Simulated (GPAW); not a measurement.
**Moving the functional in MoSi2**

```cif
data_structure
_symmetry_space_group_name_H-M 'P6_222'
_symmetry_Int_Tables_number 180
_cell_length_a 4.5855
_cell_length_b 4.5855
_cell_length_c 6.5798
_cell_angle_alpha 90.000
_cell_angle_beta 90.000
_cell_angle_gamma 120.000
_cell_volume 119.81
loop_
_atom_site_label
_atom_site_type_symbol
_atom_site_symmetry_multiplicity
_atom_site_Wyckoff_symbol
_atom_site_fract_x
_atom_site_fract_y
_atom_site_fract_z
_atom_site_occupancy
Mo1 Mo 3 d 0.50000 0.50000 0.83333 1
Si1 Si 6 j 0.16387 0.32775 0.50000 1
```

Measurements of this composition are mostly on another form, of space group No. 139.

Kept alike: task band structure; k mesh 5 × 5 × 3; occupations fermi-dirac, width 0.05 eV; no spin polarisation. Program: GPAW, potentials by row: the program's PAW data sets (release 1.2.1) made for this functional (LDA); PAW data sets generated for this functional (PBEsol); GPAW PAW data sets (gpaw-data 1.2.1) (r2SCAN on files made for PBE), cutoff 600 eV. The mesh is that of the run's cell of 9 atoms. No spin-orbit coupling.

| run | band gap (eV) | pressure (GPa) |
| --- | --- | --- |
| A | 0.05 or less | -4.57 |
| B | 0.158 | 0.76 |
| C | 0.05 or less | -0.94 |

Pressure is positive in compression; the values hold the error of the finite cutoff, so their zero can differ a little from the energy's minimum. Gaps are the smaller of the mesh's and the band path's.

Question: The runs differ in the functional (and the potentials named above) alone: LDA; PBEsol; r2SCAN. Which run is which?

Answer: Run A is LDA; run B is r2SCAN; run C is PBEsol. The band gap runs from 0.05 or less (LDA; PBEsol) to 0.158 eV (r2SCAN). The pressure runs from -4.57 (LDA) to 0.76 GPa (r2SCAN).
